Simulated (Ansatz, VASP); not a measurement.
# One calculation of GaS2, two programs

```
CELL_PARAMETERS angstrom
2.52854 0.00000 0.00000
0.00000 2.52854 0.00000
0.00000 0.00000 32.48291
ATOMIC_POSITIONS crystal
Ga 0.00000 0.00000 0.29246
S 0.00000 0.00000 0.37328
S 0.00000 0.00000 0.21164
```

Change from the starting cell: species swapped into a sheet of the Te2Au type.

Alike in both runs: functional PBE; k mesh 6 × 6 × 1; occupations gaussian, width 0.1 eV; no spin polarisation.

Ansatz relaxed the structure, and its values are those at the end. VASP's run is a single point on that final structure, the one shown.

|  | VASP | Ansatz |
| --- | --- | --- |
| version | VASP 6.6.1 | Ansatz 0.2.0 |
| potentials or method | VASP PAW PBE potentials, release 64 (Ga_d, S) | scalar-relativistic, plane waves, PAW |
| plane-wave cutoff (eV) | 520 | 420 |
| valence electrons in the cell | 25 | 25 |

```csv
,VASP,Ansatz,Ansatz less VASP
gap on the k mesh at the Fermi level (eV),none,none,-
rms of the force components (eV/Å),0.011,0.009,-0.0018
```

A gap of «none» marks a metal or a gap that the smearing closes. Ansatz warned: «slab_cell_height_set».

Caveats: the k mesh is coarse (spacing up to 0.41 Å⁻¹), so the values aren't converged.
